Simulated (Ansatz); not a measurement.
# Ga (C2/c) in Ansatz: notebook

The runs below take Ga through single point, with PBE, LDA, PBEsol, RPBE, revPBE, BLYP.

All numbers are computed with Ansatz 0.2.0; they aren't measurements. Logs are shortened: lines on timing, memory, paths and dates and some standing lists are left out, and cuts for length are marked.

## (1) Starting point

The structure is monoclinic, space group C2/c (No. 15). Conventional cell: a = 2.766 Å, b = 8.053 Å, c = 3.332 Å, α = 90.00°, β = 92.02°, γ = 90.00°. Around Ga (site symmetry 2) lie 8 Ga at 2.69 to 2.92 Å.

This isn't the form of Ga at room conditions, which is orthorhombic.

## (2) Single point, PBE

input.yaml

```yaml
crystal:
  lattice:
    - [1.383, -4.0265, 0.0]
    - [1.383, 4.0265, 0.0]
    - [-0.1174474948, 0.0, 3.3299294416]
  atoms:
    - { symbol: Ga, position: [0.131, 0.869, 0.75] }
    - { symbol: Ga, position: [0.869, 0.131, 0.25] }
kpoints:
  mp_grid: { grid: [10, 10, 8] }
scf:
  occupations: { method: fermi_dirac, width: 0.05 }
hamiltonian:
  xc: pbe
  pseudopotentials: { kind: all_electron, lapw: { basis_error: 0.001 } }
output:
  forces: true
  stress: true
  eigenvalues: true
```

Potentials or basis: all-electron LAPW, scalar-relativistic.

The run is started by

```
$ ansatz run input.yaml --threads 1 --pin off --max-ram 3072MiB --backend cpu --events-out ev --progress --plain --runs-dir out
```

Log:

```text
Warning: RAYON_NUM_THREADS=1 ignored (pool sized by the plan → 1); use --threads N
LAPW: plane waves up to 8.193 Å⁻¹, error target 1.0e-3 eV per atom; small_component_spin mean_spin; Ga in spheres of 1.344 Å, 21 of its electrons in bands, Dirac shells [] (how accurate: hamiltonian.pseudopotentials.lapw.basis_error, Limitations)
Engine: ansatz 0.2.0, aarch64-unknown-linux-gnu
Pseudopotentials: kind: all_electron
Pseudopotential: Ga, LAPW, valence charge 21, lapw/all_electron/scalar/gaussian/Ga, Koelling and Harmon's equation, gaussian nucleus
Functional definition: PBE
  parameter kappa = 0.804
  parameter beta = 0.06672455060314922
  exchange = pbe_x(kappa = kappa, mu = beta*pi^2/3)
  correlation = pbe_c(beta = beta)
Crystal: 2 atoms, lattice volume = 37.086 Å³
Basis set: ecut = 255.72769592217438 eV, 357 PW (Γ), FFT grids on a1+a2, a2, a3, exchange–correlation at level 2
Bands: 26, of which v1, the nominal top of the filled ones, is band 21 counted from 1 (20 counted from 0)
Symmetry: 4 space group operations
Space group: C2/c (ITA 15), of the structure as read, at distance tolerance 3.3e-5 Å
k-points: 227 of 800
Non-local potential: Ga, projectors of the file, none
Initial density: superposition of atomic densities (chi_scale 0.1, normalization cell)
Initial wavefunctions: plane waves of lowest kinetic energy (no species holds an atomic orbital)
Functional: x = pbe(κ = 0.804, μ = 0.2195149727645171), c = pbe(β = 0.06672455060314922)
iter 1 solved again at ethr=8.30e-5 eV; its pass at ethr=1.00e-1 eV (dr2=3.48e-2 eV) is discarded
SCF iter   1: F=—  HF=-105799.715853 eV  |F-HF|=—  |Δ(HF+E_count)|=         —  Δρ=1.24e-2  dr2=3.49e-2  ethr=8.30e-5  ⟨swp⟩=3.0  Hψ=39744  notcnv=0
preconditioner: auto → Kerker (q_TF=auto, 2.785 Å⁻¹)  [metal: Δε(μ)=0.016 eV  Ē_g=17.648 eV  σ=0.050 eV  W_gap=0.08  n_scr=12 (ndim 8)  ℏωp=31.1 eV  f_vac=0.000  D(μ)=0.70/eV (n_scr^D=2)]
SCF iter   2: F=—  HF=-105799.660543 eV  |F-HF|=—  |Δ(HF+E_count)|=   5.53e-2  Δρ=7.41e-3  dr2=1.44e-2  ethr=8.30e-5  ⟨swp⟩=2.0  Hψ=17706  notcnv=0
SCF iter   3: F=—  HF=-105799.650502 eV  |F-HF|=—  |Δ(HF+E_count)|=   1.00e-2  Δρ=5.52e-3  dr2=8.35e-3  ethr=3.44e-5  ⟨swp⟩=2.0  Hψ=16613  notcnv=0
SCF iter   4: F=—  HF=-105799.649986 eV  |F-HF|=—  |Δ(HF+E_count)|=   5.16e-4  Δρ=3.05e-3  dr2=2.76e-3  ethr=1.99e-5  ⟨swp⟩=2.0  Hψ=16613  notcnv=0
iter 5 solved again at ethr=3.75e-7 eV; its pass at ethr=6.58e-6 eV (dr2=1.58e-4 eV) is discarded
SCF iter   5: F=—  HF=-105799.650284 eV  |F-HF|=—  |Δ(HF+E_count)|=   2.98e-4  Δρ=6.80e-4  dr2=1.58e-4  ethr=3.75e-7  ⟨swp⟩=2.0  Hψ=28688  notcnv=0
SCF iter   6: F=—  HF=-105799.650301 eV  |F-HF|=—  |Δ(HF+E_count)|=   1.73e-5  Δρ=8.68e-5  dr2=3.51e-6  ethr=3.75e-7  ⟨swp⟩=2.0  Hψ=16613  notcnv=0
SCF iter   7: F=—  HF=-105799.650302 eV  |F-HF|=—  |Δ(HF+E_count)|=   6.02e-7  Δρ=1.79e-5  dr2=2.20e-7  ethr=8.36e-9  ⟨swp⟩=2.7  Hψ=16848  notcnv=0
SCF iter   8: F=-105799.650302 eV  HF=-105799.650302 eV  |F-HF|=1.70e-9  |Δ(HF+E_count)|=   2.72e-8  Δρ=6.26e-6  dr2=1.72e-8  ethr=5.23e-10  ⟨swp⟩=3.0  Hψ=17165  notcnv=0
SCF 1 converged in 8 iterations: F = -105799.650302 eV  dr2 = 1.72e-8
SCF converged after 8 iterations
Free energy (F): -105799.650302 eV
Harris-Foulkes:  -105799.650302 eV  (|F-HF|=1.70e-9)
Internal energy: -105799.644554 eV  (E = F + TS)
E sigma→0 (E₀):  -105799.647428 eV
Entropy (-TS):   -0.005748 eV (-2.874 meV/atom)
Fermi energy:    11.986435 eV
--- Per-component energies (eV) ---
  E_band       = -1530.682316
  E_kinetic    = 107881.121279
  E_xc         = -4119.003308
  E_electrostatic = -209561.762525  (all electrons and nuclei)
  E_smearing   = -0.005748  (= −TS)
  E_closure    = 0.000000  (closes the sum)
  E_atoms      = -105793.889118  (free atoms, spherical and without spin; not in F)
  Σ components = -105799.650302   (vs F -105799.650302, Δ=0.00e0)
  Basis errors (estimates in eV, not in F): energy 3.3e-4 per atom: plane waves 2.9e-4 (1.6e-4 summed), levels above the bands 4.2e-62, relativity 5.7e-9, radial functions 3.7e-5, core shells 1.4e-10; eigenvalues (radial functions only) 3.4e-6; not estimated: angular momenta, meshes, grids; target (lapw.basis_error) 1.0e-3; muffin-tin radii Ga 1.344 Å
--- Forces (eV/Å), atoms counted from 1 ---
  atom   1  Ga     0.00000000    -0.20134483     0.00000000
  atom   2  Ga    -0.00000000     0.20134483    -0.00000000
  max |Σ_I F_I| component: 2.78e-17 eV/Å
--- Stress (GPa, compression-positive) ---
        2.361338       0.000000       0.432329
        0.000000       1.911770      -0.000000
        0.432329      -0.000000       0.717917
  P = ⅓ Tr σ = 1.6637 GPa (16.637 kbar)
--- Band table (eV; the first three rows and the last of 227) ---
  k-point 0: bands = ["-131.7922", "-131.7914", "-82.5374", "-82.5328", "-82.5169", "-82.5162", "-82.5157", "-82.5094", "-3.1481", "-3.1388", "-3.1029", "-3.0797", "-2.8041", "-2.8041", "-2.7756", "-2.7717", "-2.7579", "-2.6211", "0.7608", "9.8963", "10.3669", "13.6208", "17.4160", "21.6826", "22.1840", "22.4049"]
  k-point 1: bands = ["-131.7922", "-131.7914", "-82.5373", "-82.5330", "-82.5166", "-82.5162", "-82.5157", "-82.5097", "-3.1586", "-3.1136", "-3.1024", "-3.0562", "-2.8337", "-2.8317", "-2.7627", "-2.7482", "-2.7468", "-2.6461", "0.9757", "9.9708", "10.1478", "12.5050", "19.4928", "20.6742", "20.7571", "21.8697"]
  k-point 2: bands = ["-131.7921", "-131.7915", "-82.5369", "-82.5337", "-82.5161", "-82.5158", "-82.5157", "-82.5105", "-3.1639", "-3.1048", "-3.0559", "-3.0022", "-2.8697", "-2.8667", "-2.7827", "-2.7208", "-2.7178", "-2.7061", "1.6231", "8.2279", "10.8899", "12.2812", "18.1151", "18.3146", "22.3763", "22.9950"]
  k-point 226: bands = ["-131.7918", "-131.7918", "-82.5359", "-82.5359", "-82.5159", "-82.5159", "-82.5126", "-82.5126", "-3.0998", "-3.0998", "-3.0195", "-3.0195", "-2.8226", "-2.8226", "-2.7898", "-2.7898", "-2.7716", "-2.7716", "5.9835", "5.9835", "7.5968", "7.5968", "22.8414", "22.8414", "23.7974", "23.7974"]
```

Run time: 42 s. Hardware: 1 thread of Arm Neoverse V2, shared host; peak memory 0.57 GiB.

Results:

```yaml
Free_energy: -105799.6503 eV
Pressure: 1.7 GPa
Largest_force: 0.201 eV/Å
Band_gap_on_the_k_mesh: none (metal or under the smearing width)
```

Forces on the atoms (eV/Å):
```
Ga   0.000 -0.201  0.000
Ga   0.000  0.201  0.000
```

Stress tensor (GPa, compression positive):
```
2.36 0.00 0.43
0.00 1.91 0.00
0.43 0.00 0.72
```

## (3) Single point, LDA

Changes to input.yaml since step 2:

```diff
@@ -13,3 +13,3 @@
 hamiltonian:
-  xc: pbe
+  xc: lda
   pseudopotentials: { kind: all_electron, lapw: { basis_error: 0.001 } }
```

Potentials or basis: all-electron LAPW, scalar-relativistic.

The run is started by

```
$ ansatz run input.yaml --threads 1 --pin off --max-ram 3072MiB --backend cpu --events-out ev --progress --plain --runs-dir out
```

Log:

```text
Warning: RAYON_NUM_THREADS=1 ignored (pool sized by the plan → 1); use --threads N
LAPW: plane waves up to 8.202 Å⁻¹, error target 1.0e-3 eV per atom; small_component_spin mean_spin; Ga in spheres of 1.344 Å, 21 of its electrons in bands, Dirac shells [] (how accurate: hamiltonian.pseudopotentials.lapw.basis_error, Limitations)
[... 3 set-up lines as earlier in the session ...]
Functional definition: SPW92
  exchange = slater_x
  correlation = pw_c
Crystal: 2 atoms, lattice volume = 37.086 Å³
Basis set: ecut = 256.27914530958935 eV, 357 PW (Γ), FFT grids on a1+a2, a2, a3, exchange–correlation at level 2
Bands: 26, of which v1, the nominal top of the filled ones, is band 21 counted from 1 (20 counted from 0)
[... 2 set-up lines as earlier in the session ...]
k-points: 227 of 800
[... 3 set-up lines as earlier in the session ...]
Functional: x = slater, c = lda
iter 1 solved again at ethr=7.90e-5 eV; its pass at ethr=1.00e-1 eV (dr2=3.32e-2 eV) is discarded
SCF iter   1: F=—  HF=-105647.844903 eV  |F-HF|=—  |Δ(HF+E_count)|=         —  Δρ=1.21e-2  dr2=3.33e-2  ethr=7.90e-5  ⟨swp⟩=3.0  Hψ=39880  notcnv=0
preconditioner: auto → Kerker (q_TF=auto, 2.785 Å⁻¹)  [metal: Δε(μ)=0.016 eV  Ē_g=17.652 eV  σ=0.050 eV  W_gap=0.08  n_scr=12 (ndim 8)  ℏωp=31.1 eV  f_vac=0.000  D(μ)=0.73/eV (n_scr^D=4)]
SCF iter   2: F=—  HF=-105647.776108 eV  |F-HF|=—  |Δ(HF+E_count)|=   6.88e-2  Δρ=7.03e-3  dr2=1.34e-2  ethr=7.90e-5  ⟨swp⟩=2.0  Hψ=17707  notcnv=0
SCF iter   3: F=—  HF=-105647.762028 eV  |F-HF|=—  |Δ(HF+E_count)|=   1.41e-2  Δρ=5.30e-3  dr2=7.87e-3  ethr=3.20e-5  ⟨swp⟩=2.0  Hψ=16613  notcnv=0
SCF iter   4: F=—  HF=-105647.760042 eV  |F-HF|=—  |Δ(HF+E_count)|=   1.99e-3  Δρ=2.92e-3  dr2=2.60e-3  ethr=1.87e-5  ⟨swp⟩=2.0  Hψ=16614  notcnv=0
iter 5 solved again at ethr=3.54e-7 eV; its pass at ethr=6.20e-6 eV (dr2=1.49e-4 eV) is discarded
SCF iter   5: F=—  HF=-105647.759660 eV  |F-HF|=—  |Δ(HF+E_count)|=   3.83e-4  Δρ=6.51e-4  dr2=1.49e-4  ethr=3.54e-7  ⟨swp⟩=2.0  Hψ=28686  notcnv=0
SCF iter   6: F=—  HF=-105647.759639 eV  |F-HF|=—  |Δ(HF+E_count)|=   2.01e-5  Δρ=8.22e-5  dr2=3.51e-6  ethr=3.54e-7  ⟨swp⟩=2.0  Hψ=16613  notcnv=0
SCF iter   7: F=—  HF=-105647.759639 eV  |F-HF|=—  |Δ(HF+E_count)|=   4.57e-7  Δρ=1.57e-5  dr2=2.02e-7  ethr=8.35e-9  ⟨swp⟩=2.0  Hψ=16613  notcnv=0
SCF iter   8: F=-105647.759639 eV  HF=-105647.759639 eV  |F-HF|=5.08e-9  |Δ(HF+E_count)|=   3.78e-8  Δρ=5.46e-6  dr2=1.39e-8  ethr=4.81e-10  ⟨swp⟩=2.0  Hψ=16616  notcnv=0
SCF 1 converged in 8 iterations: F = -105647.759639 eV  dr2 = 1.39e-8
SCF converged after 8 iterations
Free energy (F): -105647.759639 eV
Harris-Foulkes:  -105647.759639 eV  (|F-HF|=5.08e-9)
Internal energy: -105647.753547 eV  (E = F + TS)
E sigma→0 (E₀):  -105647.756593 eV
Entropy (-TS):   -0.006091 eV (-3.046 meV/atom)
Fermi energy:    11.621826 eV
--- Per-component energies (eV) ---
  E_band       = -1538.243780
  E_kinetic    = 107681.203248
  E_xc         = -3963.959299
  E_electrostatic = -209364.997496  (all electrons and nuclei)
  E_smearing   = -0.006091  (= −TS)
  E_closure    = 0.000000  (closes the sum)
  E_atoms      = -105640.645478  (free atoms, spherical and without spin; not in F)
  Σ components = -105647.759639   (vs F -105647.759639, Δ=0.00e0)
  Basis errors (estimates in eV, not in F): energy 3.2e-4 per atom: plane waves 2.9e-4 (1.6e-4 summed), levels above the bands 5.8e-63, relativity 1.6e-9, radial functions 2.9e-5, core shells 1.3e-10; eigenvalues (radial functions only) 3.2e-6; not estimated: angular momenta, meshes, grids; target (lapw.basis_error) 1.0e-3; muffin-tin radii Ga 1.344 Å
--- Forces (eV/Å), atoms counted from 1 ---
  atom   1  Ga     0.00000000    -0.17905691     0.00000000
  atom   2  Ga    -0.00000000     0.17905691    -0.00000000
  max |Σ_I F_I| component: 0.00e0 eV/Å
--- Stress (GPa, compression-positive) ---
       -3.478085       0.000000       0.375626
        0.000000      -3.922479      -0.000000
        0.375626      -0.000000      -4.431722
  P = ⅓ Tr σ = -3.9441 GPa (-39.441 kbar)
--- Band table (eV; the first three rows and the last of 227) ---
  k-point 0: bands = ["-131.2478", "-131.2470", "-82.4826", "-82.4779", "-82.4630", "-82.4617", "-82.4612", "-82.4553", "-3.5583", "-3.5464", "-3.5131", "-3.4887", "-3.2131", "-3.2118", "-3.1842", "-3.1792", "-3.1658", "-3.0292", "0.4004", "9.5663", "9.9069", "13.2439", "17.1700", "21.2448", "21.7096", "21.9623"]
  k-point 1: bands = ["-131.2478", "-131.2470", "-82.4825", "-82.4781", "-82.4627", "-82.4617", "-82.4612", "-82.4556", "-3.5684", "-3.5214", "-3.5126", "-3.4653", "-3.2419", "-3.2403", "-3.1705", "-3.1563", "-3.1546", "-3.0542", "0.6148", "9.5115", "9.8174", "12.1706", "19.1999", "20.2417", "20.3832", "21.4292"]
  k-point 2: bands = ["-131.2477", "-131.2471", "-82.4821", "-82.4788", "-82.4619", "-82.4617", "-82.4613", "-82.4564", "-3.5736", "-3.5148", "-3.4639", "-3.4110", "-3.2780", "-3.2753", "-3.1904", "-3.1288", "-3.1256", "-3.1142", "1.2604", "7.8159", "10.5583", "11.9226", "17.7629", "17.9071", "21.9260", "22.5380"]
  k-point 226: bands = ["-131.2474", "-131.2474", "-82.4811", "-82.4811", "-82.4615", "-82.4615", "-82.4586", "-82.4586", "-3.5102", "-3.5102", "-3.4274", "-3.4274", "-3.2306", "-3.2306", "-3.1979", "-3.1979", "-3.1800", "-3.1800", "5.5724", "5.5724", "7.2874", "7.2874", "22.3900", "22.3900", "23.3173", "23.3173"]
```

It took 41 s on 1 thread of Arm Neoverse V2, shared host; peak memory 0.58 GiB.

Results:

```yaml
Free_energy: -105647.7596 eV
Pressure: -3.9 GPa
Largest_force: 0.179 eV/Å
Band_gap_on_the_k_mesh: none (metal or under the smearing width)
```

Forces on the atoms (eV/Å):
```
Ga   0.000 -0.179  0.000
Ga   0.000  0.179  0.000
```

## (4) Single point, PBEsol

Changes to input.yaml since step 3:

```diff
@@ -13,3 +13,3 @@
 hamiltonian:
-  xc: lda
+  xc: pbesol
   pseudopotentials: { kind: all_electron, lapw: { basis_error: 0.001 } }
```

The run is started by

```
$ ansatz run input.yaml --threads 1 --pin off --max-ram 3072MiB --backend cpu --events-out ev --progress --plain --runs-dir out
```

Wall time 40 s (1 thread of Arm Neoverse V2, shared host); peak memory 0.58 GiB.

It converged, with:

```yaml
Free_energy: -105720.0619 eV
Pressure: -1.9 GPa
Largest_force: 0.196 eV/Å
Band_gap_on_the_k_mesh: none (metal or under the smearing width)
```

Forces on the atoms (eV/Å):
```
Ga   0.000 -0.196  0.000
Ga   0.000  0.196  0.000
```

Stress tensor (GPa, compression positive):
```
-1.30  0.00  0.42
 0.00 -1.79  0.00
 0.42  0.00 -2.72
```

Levels at points of the mesh, in eV from the Fermi level:
| k point | band 17 | band 18 | band 19 | band 20 | band 21 | band 22 | band 23 | band 24 | band 25 | band 26 |
| --- | --- | --- | --- | --- | --- | --- | --- | --- | --- | --- |
| (0.00, 0.00, 0.00) | -14.70 | -14.56 | -11.23 | -2.09 | -1.62 | 1.63 | 5.42 | 9.69 | 10.19 | 10.41 |
| (0.00, 0.00, -0.50) | -14.63 | -14.63 | -7.78 | -7.78 | 1.70 | 1.70 | 2.44 | 2.44 | 11.65 | 11.65 |
| (0.00, -0.50, 0.00) | -14.63 | -14.58 | -6.05 | -5.02 | -1.34 | 0.01 | 5.78 | 6.59 | 8.44 | 9.28 |
| (0.00, -0.50, -0.50) | -14.59 | -14.58 | -2.86 | -2.85 | -1.64 | -1.50 | 1.75 | 2.30 | 4.30 | 4.75 |
| (-0.50, -0.50, 0.00) | -14.67 | -14.63 | -9.09 | -8.60 | 4.00 | 4.57 | 5.82 | 6.04 | 7.55 | 10.92 |
| (-0.50, -0.50, -0.50) | -14.71 | -14.71 | -6.00 | -6.00 | -4.40 | -4.40 | 10.85 | 10.85 | 11.80 | 11.80 |

## (5) Single point, RPBE

Changes to input.yaml since step 4:

```diff
@@ -13,3 +13,3 @@
 hamiltonian:
-  xc: pbesol
+  xc: rpbe
   pseudopotentials: { kind: all_electron, lapw: { basis_error: 0.001 } }
```

The run is started by

```
$ ansatz run input.yaml --threads 1 --pin off --max-ram 3072MiB --backend cpu --events-out ev --progress --plain --runs-dir out
```

It took 42 s on 1 thread of Arm Neoverse V2, shared host; peak memory 0.57 GiB.

Results (log left out):

```
Free energy            : -105810.8016 eV
Pressure               : 3.6 GPa
Largest force          : 0.209 eV/Å
Band gap on the k mesh : none (metal or under the smearing width)
```

Forces in eV/Å, atoms in the order of the input:
```
Ga   0.000 -0.209  0.000
Ga   0.000  0.209  0.000
```

Stress tensor (GPa, compression positive):
```
4.39 0.00 0.46
0.00 3.93 0.00
0.46 0.00 2.49
```

Levels at points of the mesh, in eV from the Fermi level:
| k point | band 19 | band 20 | band 21 | band 22 | band 23 | band 24 |
| --- | --- | --- | --- | --- | --- | --- |
| (0.00, 0.00, 0.00) | -11.22 | -2.11 | -1.57 | 1.64 | 5.38 | 9.73 |
| (0.00, 0.00, -0.50) | -7.77 | -7.77 | 1.68 | 1.68 | 2.46 | 2.46 |
| (0.00, -0.50, 0.00) | -6.03 | -5.03 | -1.36 | 0.04 | 5.81 | 6.63 |
| (0.00, -0.50, -0.50) | -2.86 | -2.82 | -1.65 | -1.49 | 1.75 | 2.30 |
| (-0.50, -0.50, 0.00) | -9.09 | -8.59 | 4.01 | 4.58 | 5.83 | 6.06 |
| (-0.50, -0.50, -0.50) | -5.98 | -5.98 | -4.41 | -4.41 | 10.89 | 10.89 |

## (6) Single point, revPBE

Changes to input.yaml since step 5:

```diff
@@ -13,3 +13,3 @@
 hamiltonian:
-  xc: rpbe
+  xc: revpbe
   pseudopotentials: { kind: all_electron, lapw: { basis_error: 0.001 } }
```

Potentials or basis: all-electron LAPW, scalar-relativistic.

The run is started by

```
$ ansatz run input.yaml --threads 1 --pin off --max-ram 3072MiB --backend cpu --events-out ev --progress --plain --runs-dir out
```

Wall time 42 s (1 thread of Arm Neoverse V2, shared host); peak memory 0.59 GiB.

Results (log left out):

```
Free energy            : -105807.5980 eV
Pressure               : 3.1 GPa
Largest force          : 0.207 eV/Å
Band gap on the k mesh : none (metal or under the smearing width)
```

Forces in eV/Å, atoms in the order of the input:
```
Ga   0.000 -0.207  0.000
Ga   0.000  0.207  0.000
```

Stress tensor (GPa, compression positive):
```
3.83 0.00 0.45
0.00 3.37 0.00
0.45 0.00 2.00
```

Levels at points of the mesh, in eV from the Fermi level:
```
              k point  band 18  band 19  band 20  band 21  band 22  band 23  band 24  band 25
   (0.00, 0.00, 0.00)   -14.62   -11.22    -2.10    -1.58     1.64     5.39     9.72    10.23
  (0.00, 0.00, -0.50)   -14.69    -7.77    -7.77     1.69     1.69     2.46     2.46    11.71
  (0.00, -0.50, 0.00)   -14.64    -6.04    -5.03    -1.35     0.03     5.81     6.62     8.45
 (0.00, -0.50, -0.50)   -14.64    -2.86    -2.83    -1.64    -1.49     1.75     2.30     4.29
 (-0.50, -0.50, 0.00)   -14.68    -9.09    -8.59     4.00     4.58     5.83     6.05     7.58
(-0.50, -0.50, -0.50)   -14.77    -5.99    -5.99    -4.41    -4.41    10.88    10.88    11.85
```

## (7) Single point, BLYP

Changes to input.yaml since step 6:

```diff
@@ -13,3 +13,3 @@
 hamiltonian:
-  xc: revpbe
+  xc: blyp
   pseudopotentials: { kind: all_electron, lapw: { basis_error: 0.001 } }
```

The run is started by

```
$ ansatz run input.yaml --threads 1 --pin off --max-ram 3072MiB --backend cpu --events-out ev --progress --plain --runs-dir out
```

It took 43 s on 1 thread of Arm Neoverse V2, shared host; peak memory 0.56 GiB.

Results (log left out):

- Free energy: -105819.1485 eV
- Pressure: 7.2 GPa
- Largest force: 0.161 eV/Å
- Band gap on the k mesh: none (metal or under the smearing width)

Forces on the atoms (eV/Å):
```
Ga   0.000 -0.161  0.000
Ga   0.000  0.161  0.000
```

Stress tensor (GPa, compression positive):
```
7.53 0.00 0.32
0.00 7.29 0.00
0.32 0.00 6.65
```

Levels at points of the mesh, in eV from the Fermi level:
| k point | band 19 | band 20 | band 21 | band 22 | band 23 | band 24 |
| --- | --- | --- | --- | --- | --- | --- |
| (0.00, 0.00, 0.00) | -11.22 | -2.04 | -1.82 | 1.60 | 5.80 | 9.57 |
| (0.00, 0.00, -0.50) | -7.80 | -7.80 | 1.73 | 1.73 | 2.47 | 2.47 |
| (0.00, -0.50, 0.00) | -6.15 | -4.95 | -1.31 | -0.03 | 5.62 | 6.40 |
| (0.00, -0.50, -0.50) | -3.01 | -2.95 | -1.59 | -1.53 | 1.73 | 2.27 |
| (-0.50, -0.50, 0.00) | -9.10 | -8.60 | 3.95 | 4.52 | 5.78 | 5.99 |
| (-0.50, -0.50, -0.50) | -6.13 | -6.13 | -4.23 | -4.23 | 10.70 | 10.70 |

## (8) Summary

```csv
level,cutoff (eV),gap on the mesh (eV),pressure (GPa),largest force (eV/Å)
PBE,256,none,1.7,0.20
LDA,256,none,-3.9,0.18
PBEsol,256,none,-1.9,0.20
RPBE,255,none,3.6,0.21
revPBE,256,none,3.1,0.21
BLYP,256,none,7.2,0.16
```

Alike in all rows: task single point; potentials or basis all-electron LAPW, scalar-relativistic; no spin polarisation; cell as given; k mesh 10 × 10 × 8; smearing fermi-dirac 0.05 eV; basis error allowed 0.001 eV/atom.

Every run on the cell as given and a fine mesh finds a metal. The pressure there spans -3.9 GPa (LDA) to 7.2 GPa (BLYP); a positive pressure means that this level wants a larger cell, a negative one a smaller.

Compare energies only between runs with the same functional and basis.
